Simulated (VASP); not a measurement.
## VASP 6.6.1 run: GaN

INCAR

```
NELM = 50
ISIF = 2
ENCUT = 520
LCHARG = .FALSE.
LREAL = .TRUE.
SIGMA = 0.01
NBANDS = 16
LWAVE = .FALSE.
PREC = Accurate
METAGGA = R2SCAN
ALGO = Normal
EDIFF = 1E-7
NSW = 0
ISMEAR = 0
IBRION = -1
LASPH = .TRUE.
```

KPOINTS

```
KPOINTS created by Atomic Simulation Environment
0
Gamma
10 10 10
0 0 0
```

POSCAR

```
Ga N
 1.0000000000000000
     0.0000000000000000    2.1589944394999998    2.1589944394999998
     2.1589944394999998    0.0000000000000000    2.1589944394999998
     2.1589944394999998    2.1589944394999998    0.0000000000000000
 Ga  N
   1   1
Cartesian
  0.0000000000000000  0.0000000000000000  0.0000000000000000
  1.0794972197499999  1.0794972197499999  1.0794972197499999
```

The recommended PBE PAW datasets give the neutral cell 18 valence electrons.

Command

```
mpirun -np 1 vasp_std
```

Problem. How does this run end, and what does it give?

Solution. It converged. Results: gap between bands v and c on the k mesh 2.96 eV; least direct gap on the k mesh 2.96 eV; pressure 31.7 GPa. Band v is the last that the valence electrons fill when counted band by band, and c is the next.

OSZICAR

```
N       E                     dE             d eps       ncg     rms          rms(c)
DAV:   1     0.691754533871E+02    0.69175E+02   -0.94566E+03  1720   0.216E+03
DAV:   2    -0.213698559011E+02   -0.90545E+02   -0.84769E+02  1712   0.344E+02
DAV:   3    -0.267237280667E+02   -0.53539E+01   -0.53367E+01  1808   0.712E+01
DAV:   4    -0.267774982220E+02   -0.53770E-01   -0.53766E-01  1888   0.749E+00
DAV:   5    -0.267781908388E+02   -0.69262E-03   -0.69261E-03  1840   0.775E-01    0.768E+00
DAV:   6    -0.216287613020E+02    0.51494E+01   -0.35090E+00  2272   0.449E+01    0.238E+00
DAV:   7    -0.216925803318E+02   -0.63819E-01   -0.59889E-01  1720   0.759E+00    0.169E+00
DAV:   8    -0.217023304079E+02   -0.97501E-02   -0.30278E-02  2032   0.478E+00    0.320E-01
DAV:   9    -0.217015702452E+02    0.76016E-03   -0.99132E-03  2208   0.240E+00    0.104E-01
DAV:  10    -0.217016164636E+02   -0.46218E-04   -0.75327E-04  1816   0.281E-01    0.767E-02
DAV:  11    -0.217016558476E+02   -0.39384E-04   -0.29226E-04  1768   0.183E-01    0.464E-02
DAV:  12    -0.217016306929E+02    0.25155E-04   -0.54852E-05  1864   0.101E-01    0.954E-03
DAV:  13    -0.217016302323E+02    0.46059E-06   -0.41183E-06  1752   0.206E-02    0.233E-03
DAV:  14    -0.217016306529E+02   -0.42060E-06   -0.97570E-08  1464   0.558E-03    0.102E-03
DAV:  15    -0.217016306343E+02    0.18603E-07   -0.45992E-08   992   0.324E-03
   1 F= -.21701631E+02 E0= -.21701631E+02  d E =-.103769E-89
```

These settings aren't sound, so the numbers aren't properties of the crystal.

On sound settings r²SCAN gives a gap of 2.97 eV on its mesh and a pressure of 32.8 GPa for the intended cell.
